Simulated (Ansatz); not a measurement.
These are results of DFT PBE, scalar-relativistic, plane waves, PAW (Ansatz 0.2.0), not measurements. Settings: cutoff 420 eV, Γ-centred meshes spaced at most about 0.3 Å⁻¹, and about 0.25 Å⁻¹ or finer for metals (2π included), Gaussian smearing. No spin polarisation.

All energies are static (0 K, no zero-point motion).

Two relaxed structures of Hf4C:

1.

```
CELL_PARAMETERS angstrom
3.24760 0.00000 0.00000
-1.62380 2.81250 0.00000
0.00000 0.00000 10.36369
ATOMIC_POSITIONS crystal
Hf 0.66667 0.33333 0.87576
Hf 0.33333 0.66667 0.12424
Hf 0.66667 0.33333 0.38196
Hf 0.33333 0.66667 0.61804
C 0.00000 0.00000 0.00000
```

2.

```
CELL_PARAMETERS angstrom
1.62781 0.93982 10.42870
-1.62781 0.93982 10.42870
0.00000 -1.87963 10.42870
ATOMIC_POSITIONS crystal
Hf 0.62626 0.62626 0.62626
Hf 0.37374 0.37374 0.37374
Hf 0.12740 0.12740 0.12740
Hf 0.87260 0.87260 0.87260
C 0.00000 0.00000 0.00000
```

Question: Which form is favoured at zero pressure, and by what margin per atom?

Answer: Cell 1 is lower, by 17 meV/atom. Cell 1 has space group P-3m1 (No. 164), 18.9 Å³/atom and no gap on its mesh; cell 2 has space group R-3m (No. 166), 19.1 Å³/atom and no gap. Counting Hf atoms around C (those within 1.25 times the shortest such distance or 1.15 times the sum of covalent radii, 1.27 where that leaves under three), cell 1 and cell 2 both have C 6. Both come from invented guesses.

The k mesh leaves some 4 meV/atom of noise in the energy of each metallic cell. These runs have no spin–orbit coupling, which can matter for Hf. Cells relaxed within their symmetry can be saddle points.
